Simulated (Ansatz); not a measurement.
A short bond in Zr (diamond type)

```
CELL_PARAMETERS angstrom
0.00000 3.08121 3.08121
3.08121 0.00000 3.08121
3.08121 3.08121 0.00000
ATOMIC_POSITIONS crystal
Zr 0.87500 0.87500 0.87500
Zr 0.12500 0.12500 0.12500
```

The cell is a prototype at a set volume, not relaxed; it needn't be the stable phase.

Its shortest bond, of 2.668 Å between atom 1 (Zr) and the nearest image of atom 2 (Zr), is scaled by moving both atoms along it, with the cell held. The force apart is half the difference of the two atoms' forces along the bond; it holds the pull and push of their other neighbours too.

All numbers are PBE results (scalar-relativistic) from Ansatz 0.2.0, with a Γ-centred 9×9×9 k mesh, Fermi–Dirac smearing of 0.05 eV, no spin polarisation. Methods: LAPW: all electrons, basis error target 1 meV/atom; PAW: frozen-core files, cutoff 420 eV; crystal datasets: all electrons, by PAW datasets that the program makes for each cell; PAW (cutoff 800 eV): frozen-core files, cutoff 800 eV.

Energies are extrapolated to zero smearing and count from the unscaled cell; pressure is positive in compression; gaps take the mesh and a band path. No temperature or zero-point motion is included.

```
bond (Å)  force apart (eV/Å)  P LAPW (GPa)  ΔE LAPW (eV/atom)  P PAW − LAPW (GPa)  ΔE PAW − LAPW (meV/atom)  force PAW − LAPW (eV/Å)
   2.668                0.00             ?              0.000               -0.02                       0.0                    0.000
   2.188                2.06          7.00             -0.014               -0.03                      -0.7                   -0.008
   1.868               19.76          31.7              1.384               -0.25                      -9.5                   -0.137
   1.708               42.92          63.1              3.800                0.55                     -10.9                    0.388
```

**Question.** What belongs in the row "2.668", column "P LAPW (GPa)"?

**Answer.** 2.24.

**Question.** At the last bond length, how far do crystal datasets and PAW (cutoff 800 eV) lie from LAPW in pressure and in the largest force component?

**Answer.** crystal datasets: 0.00 GPa, 0.001 eV/Å; PAW (cutoff 800 eV): +0.51 GPa, 0.208 eV/Å, on a LAPW pressure of 63.1 GPa.

**Question.** How do the Löwdin populations by LAPW change from the unscaled cell to the last row, on the two atoms of the bond?

**Answer.** Zr1 4s 1.94 → 1.84, Zr1 5s 0.80 → 0.72, Zr1 4p 5.92 → 5.81, Zr1 4d 3.33 → 3.52, Zr2 4s 1.94 → 1.84, Zr2 5s 0.80 → 0.72, Zr2 4p 5.92 → 5.81, Zr2 4d 3.33 → 3.52 electrons an atom. These are projections on the shells that the free atoms fill; 0.04 e a cell lies outside them at the start and 0.25 e at the end.
